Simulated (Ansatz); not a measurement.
# W2CF2 MXene monolayer in a perpendicular field, part 2 of 4

Wanted: the out-of-plane response of the W2CF2 MXene monolayer. A positive field points along +c.

Ansatz 0.2.0; plane-wave DFT, PBE-D3(BJ), Ansatz PAW (set soft_1); PAW set soft_1 (the session's first sound run).

So far. Step 2 (Relaxation): The lattice constant a goes from 3.125 to 3.291 Å.

## Step 3: Atoms held, field 0

A sawtooth potential applies the field, turning back in the middle of the vacuum. With the dipole correction the typed value is the field outside the slab. The induced dipole is small, so the SCF threshold is tight.

The cell differs from the one that the last finished run ended in (c 39.618 → 22.564 Å).

Input file input.yaml:

```yaml
crystal:
  lattice:
    - [3.2905098428, 0.0, 0.0]
    - [-1.6452549214, 2.8496651153, 0.0]
    - [0.0, 0.0, 22.5637472058]
  atoms:
    - { symbol: F, position: [0.3333333333, 0.6666666667, 0.3988699181] }
    - { symbol: W, position: [0.6666666667, 0.3333333333, 0.4589301041] }
    - { symbol: C, position: [0.0, 0.0, 0.5] }
    - { symbol: W, position: [0.3333333333, 0.6666666667, 0.5410698959] }
    - { symbol: F, position: [0.6666666667, 0.3333333333, 0.6011300819] }
kpoints:
  mp_grid: { grid: [18, 18, 1] }
  band_path:
    path: [[0, 0, 0], [0.5, 0, 0], [0.33333333, 0.33333333, 0], [0, 0, 0]]
    npoints: 16
hamiltonian:
  xc: pbe
  dispersion: d3bj
  pseudopotentials: { kind: paw, azcp: { folder: soft_1 } }
scf:
  occupations: { method: fermi_dirac, width: 0.05 }
  convergence: { dr2_threshold: 1.0e-10 }
efield:
  axis: 3
  dipole_correction: true
  ramp_position: 0.97
  ramp_width: 0.06
  amplitude: 0
output:
  dos: { projected: true, e_range: [-6, 5] }
  bader: true
  write_potential: true
  write_density: true
  volumetric_format: npy
  elf: true
```

On the command line:

```
> ansatz run input.yaml --threads 4 --pin off --max-ram 6144MiB --backend cpu --events-out ev --progress --plain --runs-dir out
```

Numbers of over 12 decimals in the logs are rounded to 6 here.

Log:

```text
[...]
Crystal: 5 atoms, lattice volume = 211.577 Å³
Basis set: ecut = 420 eV, 4227 PW (Γ)
Bands: 28, of which v1, the nominal top of the filled ones, is band 23 counted from 1 (22 counted from 0)
Symmetry: 6 space group operations
k-points: 37 of 324 (time reversal used)
[...]
SCF iter   1: F=—  HF=-22643.093823 eV  |F-HF|=—  |Δ(HF+E_count)|=         —  Δρ=6.95e-2  dr2=1.58e1  ethr=3.10e-3  p=0.000 e·Å  D=2.29e-14 V/Å  ΔV_dip=-0.00 eV  dr2_dipole=6.73e-8  V_vac-E_F(+/−)=6.22/6.22 eV  ⟨swp⟩=9.1  Hψ=5848  notcnv=0
efield: sawtooth ramp at fractional position 0.9700 (set: `efield.ramp_position`, or a place that a band, a saddle search or an elastic batch's reference lends), width 0.0600; the density the first Hamiltonian is built on has a dipole p = 0.000 e·Å; the dipole correction subtracts the counter field D = 2.29e-14 V/Å, which shifts the + side's vacuum level by -0.00 eV against the − side's; the planar-averaged density in the ramp window peaks in size at 4.6e-7 e/Å³
[...]
SCF iter   2: F=—  HF=-22646.624823 eV  |F-HF|=—  |Δ(HF+E_count)|=    3.53e0  Δρ=1.02e-1  dr2=2.97e1  ethr=3.10e-3  p=0.000 e·Å  D=2.45e-4 V/Å  ΔV_dip=-0.01 eV  dr2_dipole=2.50e-5  V_vac-E_F(+/−)=2.38/2.38 eV  ⟨swp⟩=4.7  Hψ=3682  notcnv=0  defer=4
[...]
SCF iter  13: F=-22638.836110 eV  HF=-22638.836110 eV  |F-HF|=5.46e-11  |Δ(HF+E_count)|=  1.09e-10  Δρ=2.22e-7  dr2=7.17e-11  ethr=1.00e-12  p=-0.000 e·Å  D=-5.20e-8 V/Å  ΔV_dip=0.00 eV  dr2_dipole=6.34e-13  V_vac-E_F(+/−)=4.35/4.35 eV  ⟨swp⟩=4.2  Hψ=3417  notcnv=0
SCF 1 converged in 13 iterations: F = -22638.836110 eV  dr2 = 7.17e-11
[...]
NSCF: frozen V_eff on 49 k-points
efield: sawtooth ramp at fractional position 0.9700 (kept from the solve that this one continues, or follows in the run), width 0.0600; the density the first Hamiltonian is built on has a dipole p = -0.000 e·Å; the dipole correction subtracts the counter field D = -5.20e-8 V/Å, which shifts the + side's vacuum level by +0.00 eV against the − side's; the planar-averaged density in the ramp window peaks in size at 5.4e-7 e/Å³
[...]
SCF converged after 13 iterations
Free energy (F): -22638.836110 eV
[...]
Internal energy: -22638.829166 eV  (E = F + TS)
E sigma→0 (E₀):  -22638.832638 eV
Entropy (-TS):   -0.006944 eV (-1.389 meV/atom)
Fermi energy:    1.274331 eV
Dipole field:    D = 0.000001 V/Å  (p = 0.000001 e·Å, saw-weighted, corrected)
Work function:   Φ+ = 4.3451 eV   Φ− = 4.3452 eV
Levels:          The Fermi level and band energies are counted from a zero that moves with the ramp; work functions are not
[...]
--- Band table (eV; the first three rows and the last of 37) ---
  k-point 0: bands = [... 19 lower, -4.1157, -2.1215, -2.1215, 0.7897, 1.1312, 2.2032, 2.2032, 3.1204, ... 1 higher]
  k-point 1: bands = [... 19 lower, -4.1032, -2.1486, -2.0544, 0.8178, 1.2678, 2.1086, 2.2026, 2.8561, ... 1 higher]
  k-point 2: bands = [... 19 lower, -4.0725, -2.2232, -1.8659, 0.8469, 1.5822, 1.9713, 2.2076, 2.5381, ... 1 higher]
  k-point 36: bands = [... 19 lower, -3.6623, -1.0147, -0.7856, -0.7856, 2.4623, 2.4623, 3.5722, 4.1567, ... 1 higher]
--- Bader charges: 5 sites ---
  site symbol  charge [e]  shift [e]
     0      F     -0.7423     0.0017
     1      W      1.5020     0.0045
     2      C     -1.5194     0.0056
     3      W      1.5020     0.0045
     4      F     -0.7423     0.0017
  estimated error of the sums over rays = 6.2e-4 e
```

The job ended after 30 s (4 threads of Arm Neoverse V1, shared host; peak memory 0.61 GiB; 1.9 min of CPU time).

This step gave:

| Item | Value |
| --- | --- |
| energy at zero smearing | -22638.8326 eV |
| work function, upper face | 4.345 eV |
| dipole along the normal | 1.16e-6 e·Å |

Running mean over a fixed 2.7 Å (it still follows the layers) of the planar mean; the ramp of the sawtooth is left out. The electron's electrostatic potential energy less the Fermi level by z:

```csv
z (Å),electron's electrostatic potential energy less the Fermi level (eV)
3,4.35
4,4.35
5,4.34
6,4.34
7,4.20
8,1.36
9,-4.37
10,-11.0
11,-14.5
12,-13.2
13,-8.42
14,-1.37
15,3.03
16,4.32
17,4.34
18,4.35
19,4.35
```

The density of states has structure finer than the step of the table below, so its rows give means over 0.2 eV, whole bins alone (the curve runs from -6 to 1.53 eV). Peaks (eV: height): -5.81: 14.1, -4.92: 10.2, -3.49: 4.57, -0.43: 12.1, 0.34: 5.96, 1.00: 13.8, 1.14: 11.5.

Table of density of states by energy, zero at the Fermi level; means over each step:

energy (eV), density of states (states/eV a cell) and a bar:
```
     -5.8        9.4 ##############################
     -5.6        0.6 ##
     -5.4        1.2 ####
     -5.2        3.0 ##########
     -5.0        3.6 ###########
     -4.8        2.4 ########
     -4.6        0.0 
     -4.4        0.0 
     -4.2        0.6 ##
     -4.0        1.3 ####
     -3.8        1.6 #####
     -3.6        2.4 ########
     -3.4        2.2 #######
     -3.2        1.2 ####
     -3.0        1.1 ###
     -2.8        1.2 ####
     -2.6        1.5 #####
     -2.4        1.4 ####
     -2.2        1.3 ####
     -2.0        1.1 ###
     -1.8        0.9 ###
     -1.6        0.9 ###
     -1.4        0.8 ###
     -1.2        0.8 ##
     -1.0        0.8 ##
     -0.8        0.7 ##
     -0.6        2.2 #######
     -0.4        4.7 ###############
     -0.2        1.8 ######
      0.0        0.4 #
      0.2        1.4 ####
      0.4        3.0 ##########
      0.6        2.9 #########
      0.8        2.9 #########
      1.0        8.1 ##########################
      1.2        6.4 ####################
      1.4        2.4 ########
```

Projected DOS per atom over height of the atomic layer and energy from the Fermi level. Layers: F W C W F from below.

Ten even steps from '_' (0.00 states/eV) to '@' (3.74 states/eV), each cell a mean:
```
__--__--__
__@@__@@__
__--__--__
__--__--__
__________
__--__--__
__..__..__
__________
__________
__..__..__
__..__..__
__..__..__
__..__..__
__..__..__
__::__::__
__..__..__
__..__..__
__________
__..--..__
....::....
__________
++::++::++
```
Columns: height of the atomic layer (Å) from 9 to 13.6 (not evenly spaced); rows upwards: energy from the Fermi level (eV) from -5.96 to 1.51.

Electronic bands along the path, in eV, zero at the Fermi level:

```csv
point,band 20,band 21,band 22,band 23,band 24,band 25,band 26,band 27
Γ,-5.39,-3.40,-3.40,-0.48,-0.14,0.93,0.93,1.85
halfway,-5.27,-3.81,-2.31,-0.72,0.38,1.04,1.11,1.89
M,-4.74,-4.22,-0.81,-0.12,0.18,1.05,1.61,2.28
halfway,-4.83,-3.50,-1.54,-0.89,0.98,1.14,1.95,2.46
K,-4.94,-2.29,-2.06,-2.06,1.19,1.19,2.30,2.88
halfway,-5.19,-3.35,-2.72,-0.20,0.21,0.89,1.25,2.27
Γ,-5.39,-3.40,-3.40,-0.48,-0.14,0.93,0.93,1.85
```

Valence density in the ca plane at fractional y = 0.333, with atoms of W and F within 0.2 Å of it. It is the smooth field of the valence electrons, not physical close to the nuclei.

Ten steps, logarithmic in the rise over the least value, from '0' (0 e/Å³) to '9' (10 e/Å³), each cell a mean:
```
00000000000000001124565433223442100000000000
00000000000000000146887432235875200000000000
00000000000000000257888532237997300000000000
00000000000000000247887532236996200000000000
00000000000000001135776432224664100000000000
00000000000000001223444433322221000000000000
00000000000000012222233444432110000000000000
00000000000000012222233444432100000000000000
00000000000000011222333444332110000000000000
```
Columns run along c (16.0 Å, from fractional 0.12 to 0.83 of the cell), rows up along a (3.3 Å). Atoms in or near the plane, at fractional coordinates: W at (0.46, 0.67), F at (0.60, 0.67).

Electrostatic potential energy in the ca plane at fractional y = 0.333, with atoms of W and F within 0.2 Å of it. With pseudopotentials it is smooth inside the atoms' cores, unlike the true potential.

Ten even steps from '0' (-42 eV) to '9' (6 eV), each cell a mean:
```
99999999999999999999986324688888889999999999
99999999999999999999872000378887225999999999
99999999999999999999861000278985002899999999
99999999999999999999861000278886103999999999
99999999999999999999874102588888658999999999
99999999999999999999987656787778899999999999
99999999999999999999998888876567899999999999
99999999999999999999998888875557899999999999
99999999999999999999988777876667899999999999
```
Columns run along c (16.0 Å, from fractional 0.07 to 0.78 of the cell; values clipped at the 3rd and 97th percentile), rows up along a (3.3 Å). Atoms in or near the plane, at fractional coordinates: W at (0.46, 0.67), F at (0.60, 0.67).

ELF in the ca plane at fractional y = 0.333, with atoms of W and F within 0.2 Å of it. It is the smooth field of the valence electrons, not physical close to the nuclei.

Ten even steps from '0' (0.00) to '9' (0.82), each cell a mean:
```
00000000000000001113553443114776310000000000
00000000000000000137776443138999620000000000
00000000000000000268438543159789831000000000
00000000000000000258657443149899731000000000
00000000000000000125774343126998520000000000
00000000000000012211333443212443200000000000
00000000000000135521135643321000000000000000
00000000000000135531146643431000000000000000
00000000000000123311124543211121000000000000
```
Columns run along c (16.0 Å, from fractional 0.12 to 0.83 of the cell), rows up along a (3.3 Å). Atoms in or near the plane, at fractional coordinates: W at (0.46, 0.67), F at (0.60, 0.67).

The work function of the upper face is 4.35 eV.

## Step 4: Single point, field 0.1 V/Å

input.yaml: that of step 3 with these lines changed.

```diff
@@ -26,8 +26,6 @@
   dipole_correction: true
-  ramp_position: 0.97
-  ramp_width: 0.06
-  amplitude: 0
+  ramp_position: 0.9233
+  ramp_width: 0.1533
+  amplitude: 0.1
 output:
-  dos: { projected: true, e_range: [-6, 5] }
-  bader: true
   write_potential: true
@@ -35,2 +33 @@
   volumetric_format: npy
-  elf: true
```

Log:

```text
[...]
Crystal: 5 atoms, lattice volume = 211.577 Å³
Basis set: ecut = 420 eV, 4227 PW (Γ)
Bands: 28, of which v1, the nominal top of the filled ones, is band 23 counted from 1 (22 counted from 0)
Symmetry: 6 space group operations
k-points: 37 of 324 (time reversal used)
[...]
k-point 0: bands = [... 19 lower, -4.1155, -2.1218, -2.1218, 0.7889, 1.1311, 2.2029, 2.2029, 3.1201, ... 1 higher]
  k-point 1: bands = [... 19 lower, -4.1030, -2.1489, -2.0547, 0.8172, 1.2675, 2.1082, 2.2023, 2.8555, ... 1 higher]
  k-point 2: bands = [... 19 lower, -4.0723, -2.2236, -1.8662, 0.8464, 1.5817, 1.9705, 2.2073, 2.5379, ... 1 higher]
  k-point 36: bands = [... 19 lower, -3.6626, -1.0150, -0.7888, -0.7831, 2.4612, 2.4627, 3.5719, 4.1530, ... 1 higher]
[key lines of the parts left out:]
SCF converged after 13 iterations
Free energy (F): -22638.837417 eV
Fermi energy:    1.274006 eV
Dipole field:    D = 0.022358 V/Å  (p = 0.026142 e·Å, saw-weighted, corrected)
```

Wall time 13 s (4 threads); peak memory 0.58 GiB; 50 s of CPU time.

The dipole is 0.0261 e·Å.

## Step 5: Atoms held, field -0.1 V/Å

input.yaml: that of step 4 with these lines changed.

```diff
@@ -28,3 +28,3 @@
   ramp_width: 0.1533
-  amplitude: 0.1
+  amplitude: -0.1
 output:
```

Log:

```text
[...]
Crystal: 5 atoms, lattice volume = 211.577 Å³
Basis set: ecut = 420 eV, 4227 PW (Γ)
Bands: 28, of which v1, the nominal top of the filled ones, is band 23 counted from 1 (22 counted from 0)
Symmetry: 6 space group operations
k-points: 37 of 324 (time reversal used)
[...]
k-point 0: bands = [... 19 lower, -4.1157, -2.1220, -2.1220, 0.7887, 1.1309, 2.2027, 2.2027, 3.1199, ... 1 higher]
  k-point 1: bands = [... 19 lower, -4.1032, -2.1491, -2.0548, 0.8170, 1.2673, 2.1081, 2.2021, 2.8553, ... 1 higher]
  k-point 2: bands = [... 19 lower, -4.0725, -2.2237, -1.8664, 0.8463, 1.5816, 1.9704, 2.2071, 2.5377, ... 1 higher]
  k-point 36: bands = [... 19 lower, -3.6627, -1.0152, -0.7890, -0.7833, 2.4610, 2.4625, 3.5717, 4.1529, ... 1 higher]
[key lines of the parts left out:]
SCF converged after 13 iterations
Free energy (F): -22638.837417 eV
Fermi energy:    1.273831 eV
Dipole field:    D = -0.022359 V/Å  (p = -0.026143 e·Å, saw-weighted, corrected)
```

Wall time 13 s (4 threads); peak memory 0.58 GiB; 51 s of CPU time.

The dipole is -0.0261 e·Å.

## Step 6: Atoms held, field 0.2 V/Å

input.yaml: that of step 5 with these lines changed.

```diff
@@ -28,3 +28,3 @@
   ramp_width: 0.1533
-  amplitude: -0.1
+  amplitude: 0.2
 output:
```

Log:

```text
[...]
Crystal: 5 atoms, lattice volume = 211.577 Å³
Basis set: ecut = 420 eV, 4227 PW (Γ)
Bands: 28, of which v1, the nominal top of the filled ones, is band 23 counted from 1 (22 counted from 0)
Symmetry: 6 space group operations
k-points: 37 of 324 (time reversal used)
[...]
k-point 0: bands = [... 19 lower, -4.1152, -2.1229, -2.1229, 0.7864, 1.1304, 2.2018, 2.2018, 3.1190, ... 1 higher]
  k-point 1: bands = [... 19 lower, -4.1026, -2.1500, -2.0558, 0.8151, 1.2663, 2.1069, 2.2012, 2.8535, ... 1 higher]
  k-point 2: bands = [... 19 lower, -4.0719, -2.2247, -1.8673, 0.8450, 1.5802, 1.9680, 2.2062, 2.5369, ... 1 higher]
  k-point 36: bands = [... 19 lower, -3.6637, -1.0161, -0.7928, -0.7814, 2.4593, 2.4623, 3.5708, 4.1485, ... 1 higher]
[key lines of the parts left out:]
SCF converged after 13 iterations
Free energy (F): -22638.841339 eV
Fermi energy:    1.272849 eV
Dipole field:    D = 0.044727 V/Å  (p = 0.052297 e·Å, saw-weighted, corrected)
```

Run time: 13 s. Hardware: 4 threads; peak memory 0.58 GiB; 50 s of CPU time.

The dipole is 0.0523 e·Å.

## Step 7: Atoms held, field -0.2 V/Å

input.yaml: that of step 6 with these lines changed.

```diff
@@ -28,3 +28,3 @@
   ramp_width: 0.1533
-  amplitude: 0.2
+  amplitude: -0.2
 output:
```

Log:

```text
[...]
Crystal: 5 atoms, lattice volume = 211.577 Å³
Basis set: ecut = 420 eV, 4227 PW (Γ)
Bands: 28, of which v1, the nominal top of the filled ones, is band 23 counted from 1 (22 counted from 0)
Symmetry: 6 space group operations
k-points: 37 of 324 (time reversal used)
[...]
k-point 0: bands = [... 19 lower, -4.1156, -2.1233, -2.1233, 0.7860, 1.1301, 2.2015, 2.2015, 3.1186, ... 1 higher]
  k-point 1: bands = [... 19 lower, -4.1030, -2.1504, -2.0562, 0.8148, 1.2660, 2.1065, 2.2008, 2.8531, ... 1 higher]
  k-point 2: bands = [... 19 lower, -4.0723, -2.2250, -1.8677, 0.8446, 1.5798, 1.9677, 2.2059, 2.5365, ... 1 higher]
  k-point 36: bands = [... 19 lower, -3.6640, -1.0165, -0.7931, -0.7817, 2.4589, 2.4620, 3.5704, 4.1482, ... 1 higher]
[key lines of the parts left out:]
SCF converged after 13 iterations
Free energy (F): -22638.841339 eV
Fermi energy:    1.272498 eV
Dipole field:    D = -0.044727 V/Å  (p = -0.052297 e·Å, saw-weighted, corrected)
```

It took 13 s on 4 threads; peak memory 0.58 GiB; 50 s of CPU time.

The dipole is -0.0523 e·Å.

## Step 8: Atoms held, field 0.35 V/Å

input.yaml: that of step 7 with these lines changed.

```diff
@@ -26,6 +26,8 @@
   dipole_correction: true
-  ramp_position: 0.9233
-  ramp_width: 0.1533
-  amplitude: -0.2
+  ramp_position: 0.8974
+  ramp_width: 0.2053
+  amplitude: 0.35
 output:
+  dos: { projected: true, e_range: [-6, 5] }
+  bader: true
   write_potential: true
@@ -33 +35,2 @@
   volumetric_format: npy
+  elf: true
```

Log:

```text
[...]
Crystal: 5 atoms, lattice volume = 211.577 Å³
Basis set: ecut = 420 eV, 4227 PW (Γ)
Bands: 28, of which v1, the nominal top of the filled ones, is band 23 counted from 1 (22 counted from 0)
Symmetry: 6 space group operations
k-points: 37 of 324 (time reversal used)
[...]
k-point 36: bands = [... 19 lower, -3.6675, -1.0199, -0.8009, -0.7809, 2.4541, 2.4595, 3.5669, 4.1396, ... 1 higher]
--- Bader charges: 5 sites ---
  site symbol  charge [e]  shift [e]
     0      F     -0.7506     0.0017
     1      W      1.4902     0.0045
     2      C     -1.5194     0.0056
     3      W      1.5140     0.0046
     4      F     -0.7342     0.0018
  estimated error of the sums over rays = 6.2e-4 e
[key lines of the parts left out:]
SCF converged after 14 iterations
Free energy (F): -22638.852128 eV
Fermi energy:    1.268850 eV
Dipole field:    D = 0.078320 V/Å  (p = 0.091576 e·Å, saw-weighted, corrected)
```

Wall time 30 s (4 threads); peak memory 0.59 GiB.

The dipole is 0.0916 e·Å.

## Step 9: Response, atoms held

This step: plane-wave DFT, PBE-D3(BJ), Ansatz PAW (set soft_1); response to a field along the normal, atoms held; PAW set soft_1 (Ansatz 0.2.0).

The dipoles give the slope, and the difference of two potentials shows where the field is screened.

This step gave:

- equivalent conductor thickness p/(ε₀AE): 5.045 Å
- distance between the outer atoms: 4.564 Å

Dipole of the cell against applied field:

```csv
applied field (V/Å),dipole of the cell (e·Å)
-0.200,-0.0523
-0.100,-0.0261
0.000,1.2e-6
0.100,0.0261
0.200,0.0523
0.350,0.0916
```

Local field over the applied field, running mean. From the potentials at -0.1 and 0.1 V/Å; running mean over 2.5 Å. The local field over applied field by z:

```csv
z (Å),local field over applied field
4.5,1.000
5.0,0.999
5.5,0.998
6.0,0.994
6.5,0.982
7.0,0.946
7.5,0.864
8.0,0.737
8.5,0.578
9.0,0.415
9.5,0.260
10.0,0.141
10.5,0.0654
11.0,0.0355
11.5,0.0343
12.0,0.0591
12.5,0.129
13.0,0.243
13.5,0.394
14.0,0.557
14.5,0.718
15.0,0.850
15.5,0.939
16.0,0.979
16.5,0.994
17.0,0.998
17.5,0.999
18.0,1.000
```

Electrons, planar mean, per unit field. The induced electron density by z:

```csv
z (Å),induced electron density (e/Å³ per V/Å)
4.09,3.3e-7
4.51,8.1e-7
4.94,2.0e-6
5.22,3.6e-6
5.64,9.4e-6
6.06,2.5e-5
6.49,6.8e-5
6.77,1.3e-4
7.19,3.6e-4
7.62,9.2e-4
8.04,0.00212
8.32,0.00305
8.74,0.00207
9.17,0.00269
9.59,7.8e-4
9.87,2.1e-4
10.29,0.00128
10.72,4.4e-4
11.14,4.7e-4
11.42,-4.7e-4
11.85,-4.4e-4
12.27,-0.00128
12.69,-2.1e-4
12.97,-7.8e-4
13.40,-0.00269
13.82,-0.00207
14.24,-0.00305
14.53,-0.00212
14.95,-9.2e-4
15.37,-3.6e-4
15.79,-1.3e-4
16.08,-6.8e-5
16.50,-2.5e-5
16.92,-9.4e-6
17.35,-3.6e-6
17.63,-2.0e-6
18.05,-8.1e-7
18.47,-3.3e-7
```

By hand: between -0.1 and 0.1 V/Å the dipole changes by 0.05229 e·Å, a slope of 0.2614 e·Å²/V. A perfect conductor of thickness t has p = ε₀AEt, so t = 180.95 × 0.2614 / 9.377 = 5.04 Å (e/ε₀ = 180.95 V·Å, A in Å²).

The induced dipole is that of a conductor 5.04 Å thick.

[end of part 2 of 4]

[Logs are printed without paths, hosts, clocks, repeated set-up lines and the standing remarks that a program may print on its own settings, such as how far it seeks lower states.]

[Hosts, paths, dates, database ids (printed as entryN), source tags and the programs' standing remarks are cut or masked in the printed files.]

[Maps of the electrostatic potential energy from Ansatz leave out the sawtooth potential of an applied field or a dipole correction, so their vacuum need not be flat; planar profiles and work functions include it.]

[The density of states shown here was stored with 400 of the rows of the run's finer table, so its peaks can read low, often by over a quarter, or be missed, and its means over a window can be off by a tenth or more.]
